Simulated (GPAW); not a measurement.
AlNi:

```
Ni Al
1.0
     2.30068   -1.39468    0.00000
     2.30068    1.39468    0.00000
    -1.35645    0.00000    3.88084
Ni Al
1 1
Direct
  0.50000 0.50000 0.50000
  0.00000 0.00000 0.00000
```

The cell comes from a database or a generator and needn't be the stable form of this composition.

Base run:

```yaml
Program: GPAW 26.7.0
Functional: PBEsol
Potentials_or_basis: PAW data sets generated in the run's folder for this functional
Cutoff: 600 eV
Basis: pw
k_mesh: 11 × 11 × 7
Occupations: gaussian, width 0.1 eV
Spin: collinear spin, ferromagnetic start
Starting_moments: "[1.0, 0.0] μB"
```

Its results: band gap on the k mesh none (metal or under the smearing width); pressure -2.3 GPa; net moment 0.00 μB per cell.

Task: The run is repeated on the same cell with these changes: functional from PBEsol to RPBE; potentials or basis from PAW data sets generated in the run's folder for this functional to the program's PAW data sets (release 1.2.1) made for this functional. What comes out?

Result: Band gap on the k mesh none (metal or under the smearing width); pressure 6.4 GPa; net moment 0.00 μB per cell.

Caveats: the stock nickel data set gives pressures a few GPa off other programs.
